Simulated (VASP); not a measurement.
# TiSe2 (P-3m1) in VASP: single point with PBE+D3(BJ)

Aim: the single point of TiSe2 with PBE+D3(BJ).

The COD entry that gives the cell may itself be a prediction, so a difference from it is no test against experiment.

All numbers are computed with VASP 6.6.1; they aren't measurements. Logs are shortened: lines on timing, memory, paths and dates and some standing lists are left out, and cuts for length are marked.

## (1) The structure

Symmetry: P-3m1, No. 164, trigonal system. The conventional cell has a = 3.483 Å, b = 3.483 Å, c = 5.859 Å, α = 90.00°, β = 90.00°, γ = 120.00°. Ti (site symmetry -3m) is surrounded by 6 Se at 2.54 Å. Se (site symmetry 3m) has 3 Ti at 2.54 Å as nearest neighbours.

## (2) Single point, PBE+D3(BJ)

Contents of INCAR:

```
SYSTEM = TiSe2
  ALGO = Fast
  EDIFF = 1E-7
  ENCUT = 520
  GGA = PE
  ISIF = 2
  ISMEAR = 0
  IVDW = 12
  LASPH = .True.
  LCHARG = .False.
  LREAL = .False.
  LWAVE = .False.
  NBANDS = 19
  NELM = 100
  PREC = Accurate
  SIGMA = 0.05
```

Contents of KPOINTS:

```
k-points
0
Gamma
  12 12 6
  0 0 0
```

Contents of POSCAR:

```
TiSe2
1.0
    3.4825719583      0.0000000000      0.0000000000
   -1.7412859791      3.0159957864      0.0000000000
    0.0000000000      0.0000000000      5.8593341599
Ti Se
1 2
Direct
    0.0000000000      0.0000000000      0.0000000000
    0.3333333333      0.6666666667      0.2649363149
    0.6666666667      0.3333333333      0.7350636851
```

Potentials or basis: VASP PAW PBE potentials, release 64 (Ti_sv, Se).

Run with:

```sh
$ cat potpaw_PBE.64/Ti_sv/POTCAR potpaw_PBE.64/Se/POTCAR > POTCAR
$ mpirun -np 1 vasp_std > vasp.out
```

OUTCAR:

```text
SYSTEM = TiSe2
   EDIFF = 1E-7
   ENCUT = 520
   GGA = PE
   ISIF = 2
   ISMEAR = 0
   IVDW = 12
   LASPH = .True.
   LREAL = .False.
   NELM = 100
   PREC = Accurate
 IVDW          = 12

 ion  position               nearest neighbor table
   1  0.000  0.000  0.000-   2 2.54   3 2.54   2 2.54   3 2.54   3 2.54   2 2.54
   2  0.333  0.667  0.265-   1 2.54   1 2.54   1 2.54
   3  0.667  0.333  0.735-   1 2.54   1 2.54   1 2.54

  LATTYP: Found a hexagonal cell.
 ALAT       =     3.4825719583
 C/A-ratio  =     1.6824732497

  Lattice vectors:

 A1 = (   3.4825719583,   0.0000000000,   0.0000000000)
 A2 = (  -1.7412859791,   3.0159957864,   0.0000000000)
 A3 = (   0.0000000000,   0.0000000000,   5.8593341599)

Analysis of symmetry for initial positions (statically):
=====================================================================
 Subroutine PRICEL returns:
 Original cell was already a primitive cell.

 Routine SETGRP: Setting up the symmetry group for a
 hexagonal supercell.

 Subroutine GETGRP returns: Found 12 space group operations
 (whereof 12 operations were pure point group operations)
 out of a pool of 24 trial point group operations.

The static configuration has the point symmetry D_3d.

Analysis of symmetry for dynamics (positions and initial velocities):
=====================================================================
 Subroutine PRICEL returns:
 Original cell was already a primitive cell.

 Routine SETGRP: Setting up the symmetry group for a
 hexagonal supercell.

 Subroutine GETGRP returns: Found 12 space group operations
 (whereof 12 operations were pure point group operations)
 out of a pool of 24 trial point group operations.

The dynamic configuration has the point symmetry D_3d.

 Subroutine INISYM returns: Found 12 space group operations
 (whereof 12 operations are pure point group operations),
 and found     1 'primitive' translations

----------------------------------------------------------------------------------------

                                     Primitive cell

  volume of cell :      61.5431

  direct lattice vectors                    reciprocal lattice vectors
     3.482571958  0.000000000  0.000000000     0.287144103  0.165782725  0.000000000
    -1.741285979  3.015995786  0.000000000     0.000000000  0.331565450  0.000000000
     0.000000000  0.000000000  5.859334160     0.000000000  0.000000000  0.170667856

  length of vectors
     3.482571958  3.482571958  5.859334160     0.331565450  0.331565450  0.170667856

  position of ions in fractional coordinates (direct lattice)
     0.000000000  0.000000000  0.000000000
     0.333333333  0.666666667  0.264936315
     0.666666667  0.333333333  0.735063685

  ion indices of the primitive-cell ions
   primitive index   ion index
                 1           1
                 2           2
                 3           3

----------------------------------------------------------------------------------------

 KPOINTS: k-points

Automatic generation of k-mesh.
 Grid dimensions read from file:
 generate k-points for:   12   12    6

 Generating k-lattice:

  Cartesian coordinates                     Fractional coordinates (reciprocal lattice)
     0.023928675  0.013815227  0.000000000     0.083333333  0.000000000  0.000000000
     0.000000000  0.027630454  0.000000000     0.000000000  0.083333333  0.000000000
     0.000000000  0.000000000  0.028444643     0.000000000  0.000000000  0.166666667

  Length of vectors
     0.027630454  0.027630454  0.028444643

  Shift w.r.t. Gamma in fractional coordinates (k-lattice)
     0.000000000  0.000000000  0.000000000

 Subroutine IBZKPT returns following result:
 ===========================================

 Found    100 irreducible k-points:

 Following reciprocal coordinates:
            Coordinates               Weight
  0.000000  0.000000  0.000000      1.000000
  0.083333  0.000000  0.000000      6.000000
  0.166667  0.000000  0.000000      6.000000
  0.250000  0.000000  0.000000      6.000000
  0.333333  0.000000  0.000000      6.000000
  0.416667  0.000000  0.000000      6.000000
[... 16 lines left out ...]
  0.166667  0.000000  0.166667      6.000000
  0.000000  0.166667  0.166667      6.000000
 [... further k-points ...]
   k-points           NKPTS =    100   k-points in BZ     NKDIM =    100   number of bands    NBANDS=     19
   number of dos      NEDOS =    301   number of ions     NIONS =      3
   total plane-waves  NPLWV =  37632
   dimension x,y,z NGX =    28 NGY =   28 NGZ =   48
   dimension x,y,z NGXF=    56 NGYF=   56 NGZF=   96
   ions per type =               1   2
   NGX,Y,Z   is equivalent  to a cutoff of  13.37, 13.37, 13.62 a.u.
   NGXF,Y,Z  is equivalent  to a cutoff of  26.73, 26.73, 27.24 a.u.
 SYSTEM =  TiSe2
   PREC   = accura    normal or accurate (medium, high low for compatibility)
   ISTART =      0    job   : 0-new  1-cont  2-samecut
   ICHARG =      2    charge: 1-file 2-atom 10-const
   ISPIN  =      1    spin polarized calculation?
   LNONCOLLINEAR =      F non collinear calculations
   LSORBIT =      F    spin-orbit coupling
   LASPH  =      T    aspherical Exc in radial PAW
   ENCUT  =  520.0 eV  38.22 Ry    6.18 a.u.   6.48  6.48 10.89*2*pi/ulx,y,z
   NELM   =    100;   NELMIN=  2; NELMDL= -5     # of ELM steps
   EDIFF  = 0.1E-06   stopping-criterion for ELM
   LREAL  =      F    real-space projection
   EDIFFG = 0.1E-05   stopping-criterion for IOM
   NSW    =      0    number of steps for IOM
   IBRION =     -1    ionic relax: 0-MD 1-quasi-New 2-CG
   NFREE  =      0    steps in history (QN), initial steepest desc. (CG)
   ISIF   =      2    stress and relaxation
   ISYM   =      2    0-nonsym 1-usesym 2-fastsym
   POTIM  = 0.5000    time-step for ionic-motion
   TEBEG  =    0.0;   TEEND  =   0.0 temperature during run
   PSTRESS=    0.0 pullay stress
   NELECT =      24.0000    total number of electrons
   NUPDOWN=      -1.0000    fix difference up-down
   EMIN   =  10.00;   EMAX   =-10.00  energy-range for DOS
   EFERMI =   0.00;   METHOD = LEGACY
   ISMEAR =     0;   SIGMA  =   0.05  broadening in eV -4-tet -1-fermi 0-gaus
   EFERMI_NEDOS =   21; number of points for ismear=-14 and -15
   IALGO  =     68    algorithm
   IMIX   =      4    mixing-type and parameters
     AMIX     =   0.40;   BMIX     =  1.00
     AMIX_MAG =   1.60;   BMIX_MAG =  1.00
  volume/ion in A,a.u.               =      20.51       138.44
  Fermi-wavevector in a.u.,A,eV,Ry     =   1.196058  2.260222 19.463876  1.430555
  Thomas-Fermi vector in A             =   2.332008
   LORBIT       =      0    0 simple, 1 ext, 2 COOP (PROOUT), +10 PAW based schemes
   GGA     = PE    functional components
   LHFCALC =     F    Hartree Fock is set to
   AEXX    =    0.0000 exact exchange contribution
   IVDW    =    12    specifies the selected vdW correction
   LEPSILON=     F    determine dielectric tensor
   LRPA    =     F    only Hartree local field effects (RPA)
 non-spin polarized calculation
 RMM-DIIS sequential band-by-band and
 Gauss-broadening in eV      SIGMA  =   0.05
  energy-cutoff  :      520.00
  volume of cell :       61.54
 maximum number of plane-waves:      1690
 NGX is ok and might be reduce to    28
   NGX = 13   NGY = 13   NGZ = 21

 number of electron      24.0000002 magnetization

 Free energy of the ion-electron system (eV)
  ---------------------------------------------------
  ext. energy  EPLUGINS =         0.00000000
  ---------------------------------------------------
  free energy    TOTEN  =       -18.12411930 eV

  energy without entropy =      -18.12297016  energy(sigma->0) =      -18.12354473

 E-fermi :   5.3876     XC(G=0): -10.3024

 val. band max:        5.3822486179   @ k =   0.0000   0.4167   0.1667
 cond. band min:       5.3904687264   @ k =   0.0833   0.0000   0.0000
 fundamental gap:      0.0082201086
 Fermi energy:         5.3875623744

 k-point     1 :       0.0000    0.0000    0.0000
  band No.  band energies     occupation
      1     -52.1349      2.00000
      2     -28.3684      2.00000
      3     -28.3538      2.00000
      4     -28.3538      2.00000
      5      -8.8239      2.00000
      6      -7.2077      2.00000
[... 11 lines left out ...]
     18      11.0977      0.00000
     19      11.5474      0.00000

 k-point     2 :       0.0833    0.0000    0.0000
  band No.  band energies     occupation
      1     -52.1343      2.00000
      2     -28.3668      2.00000
      3     -28.3608      2.00000
      4     -28.3554      2.00000
      5      -8.7435      2.00000
      6      -7.1799      2.00000
[... 11 lines left out ...]
     18      11.6734      0.00000
     19      12.0141      0.00000

 k-point     3 :       0.1667    0.0000    0.0000
  band No.  band energies     occupation
      1     -52.1326      2.00000
      2     -28.3800      2.00000
      3     -28.3626      2.00000
      4     -28.3597      2.00000
      5      -8.5116      2.00000
      6      -7.1036      2.00000
[... 11 lines left out ...]
     18      12.4980      0.00000
     19      12.9424      0.00000

 k-point     4 :       0.2500    0.0000    0.0000
  band No.  band energies     occupation
      1     -52.1303      2.00000
      2     -28.4059      2.00000
      3     -28.3656      2.00000
      4     -28.3568      2.00000
      5      -8.1572      2.00000
      6      -7.0018      2.00000
[... 407 lines left out ...]
     18      11.7494      0.00000
     19      12.4873      0.00000

 k-point    23 :       0.1667    0.0000    0.1667
  band No.  band energies     occupation
      1     -52.1326      2.00000
      2     -28.3800      2.00000
      3     -28.3626      2.00000
      4     -28.3597      2.00000
      5      -8.4329      2.00000
      6      -7.2331      2.00000
[... 11 lines left out ...]
     18      12.7789      0.00000
     19      13.0249      0.00000

 k-point    24 :       0.0000    0.1667    0.1667
  band No.  band energies     occupation
      1     -52.1326      2.00000
      2     -28.3800      2.00000
      3     -28.3626      2.00000
      4     -28.3597      2.00000
      5      -8.4417      2.00000
      6      -7.2175      2.00000
[... 11 lines left out ...]
     18      12.4133      0.00000
     19      13.2157      0.00000

 [... further k-points ...]

------------------------ aborting loop because EDIFF is reached ----------------------------------------

 Edisp (eV)   -1.35207

 E8    (eV) :    -0.5865

  FORCE on cell =-STRESS in cart. coord.  units (eV):
  Direction    XX          YY          ZZ          XY          YZ          ZX
  --------------------------------------------------------------------------------------
  -------------------------------------------------------------------------------------
  Total       0.03791     0.03791     0.04922     0.00000     0.00000    -0.00000
  in kB       0.98694     0.98694     1.28140     0.00000     0.00000    -0.00000
  external pressure =        1.09 kB  Pullay stress =        0.00 kB

 VOLUME and BASIS-vectors are now :
 -----------------------------------------------------------------------------
  energy-cutoff  :      520.00
  volume of cell :       61.54
      direct lattice vectors                 reciprocal lattice vectors
     3.482571958  0.000000000  0.000000000     0.287144103  0.165782725  0.000000000
    -1.741285979  3.015995786  0.000000000     0.000000000  0.331565450  0.000000000
     0.000000000  0.000000000  5.859334160     0.000000000  0.000000000  0.170667856

 POSITION                                       TOTAL-FORCE (eV/Angst)
 -----------------------------------------------------------------------------------
      0.00000      0.00000      0.00000        -0.000000      0.000000      0.000000
     -0.00000      2.01066      1.55235        -0.000000      0.000000      0.018654
      1.74129      1.00533      4.30698         0.000000      0.000000     -0.018654
 -----------------------------------------------------------------------------------
    total drift:                               -0.000000      0.000000      0.000000

  FREE ENERGIE OF THE ION-ELECTRON SYSTEM (eV)
  ---------------------------------------------------
  free  energy   TOTEN  =       -19.4761871062 eV

  energy  without entropy=      -19.4750379656  energy(sigma->0) =      -19.47561254
```

Wall time 2.9 min (1 thread of Intel Xeon Platinum 8488C (Sapphire Rapids), shared host); peak memory 0.27 GiB.

Results:

```
Free energy                : -19.4762 eV
Pressure                   : 0.1 GPa
Largest force              : 0.019 eV/Å
Band gap on the k mesh     : none (metal or under the smearing width)
Dispersion energy per atom : -0.451 eV
```

Forces on the atoms (eV/Å):
```
Ti   0.000  0.000  0.000
Se   0.000  0.000  0.019
Se   0.000  0.000 -0.019
```

Caveat: pairwise dispersion overbinds metals, which lowers pressure and volume.
